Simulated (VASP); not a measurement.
Runs of VASP 6.6.1 on Al2O3. The structure is orthorhombic, space group Pnnm (No. 58). Conventional cell: a = 4.614 Å, b = 9.563 Å, c = 3.120 Å, α = 90.00°, β = 90.00°, γ = 90.00°. Al (site symmetry m) has 4 O at 1.68 to 1.82 Å as nearest neighbours. O (site symmetry 2/m) is surrounded by 2 Al at 1.68 Å. O (site symmetry m) has 3 Al at 1.82 Å as nearest neighbours. Measurements of this composition are mostly on another form, of space group No. 167.

```csv
level,potentials or basis,gap on the mesh (eV),pressure (GPa),largest force (eV/Å)
PBEsol,"VASP PAW PBE potentials, release 64 (Al, O)",3.42,-2.4,0.17
PBE,"VASP PAW PBE potentials, release 64 (Al, O)",3.51,-0.1,0.19
LDA,"VASP PAW LDA potentials, release 64 (Al, O)",(a),-5.9,0.19
RPBE,"VASP PAW PBE potentials, release 64 (Al, O)",3.68,2.6,(b)
```

Alike in all rows: task band structure; no spin polarisation; cell as given; k mesh 5 × 3 × 7; cutoff (eV) 520; smearing fermi-dirac 0.05 eV.

Q: Fill in the values left out.

A: (a) 3.35; (b) 0.21.

Caveats: the PAW data sets were made with another functional, which shifts forces and pressure a little (some runs).

